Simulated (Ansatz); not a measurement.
# SrF2, pressure series

Take SrF₂ in the fluorite structure (space group Fm-3m, No. 225) as the base.

```xyz
3
Lattice="0.0000 2.9286 2.9286 2.9286 0.0000 2.9286 2.9286 2.9286 0.0000" Properties=species:S:1:pos:R:3 pbc="T T T"
Sr     0.0000     0.0000     0.0000
F      1.4643     1.4643     1.4643
F      4.3930     4.3930     4.3930
```

Cell and atoms are relaxed at each pressure.

Computed with Ansatz (a quantum-chemistry and plane-wave program) PBE, no spin-orbit coupling.

```json
[
 {"pressure (GPa)": "-2", "volume per atom (Å³/atom)": "17.311"},
 {"pressure (GPa)": "-1", "volume per atom (Å³/atom)": "17.013"},
 {"pressure (GPa)": "0", "volume per atom (Å³/atom)": "16.746"},
 {"pressure (GPa)": "0.3", "volume per atom (Å³/atom)": "16.668"},
 {"pressure (GPa)": "0.7", "volume per atom (Å³/atom)": "16.569"},
 {"pressure (GPa)": "1.5", "volume per atom (Å³/atom)": "?"},
 {"pressure (GPa)": "3", "volume per atom (Å³/atom)": "16.056"},
 {"pressure (GPa)": "5", "volume per atom (Å³/atom)": "15.670"},
 {"pressure (GPa)": "10", "volume per atom (Å³/atom)": "14.883"}
]
```

### Question
Fit the third-order Birch–Murnaghan form P(V) = (3B₀/2)[(V₀/V)^(7/3) − (V₀/V)^(5/3)]·[1 + (3/4)(B₀′ − 4)((V₀/V)^(2/3) − 1)] (squares taken in P) to the rows shown and predict the withheld row.

### Answer
Least squares on the printed values gives V₀ = 16.745 Å³/atom, B₀ = 64.9 GPa, B₀′ = 4.5; this predicts 16.380 Å³/atom, and the run gives 16.381 Å³/atom, in agreement.

Load acts through the strain it causes; cell and atoms are relaxed under it. No phonon test of stability was made. No other phases were tried under pressure.
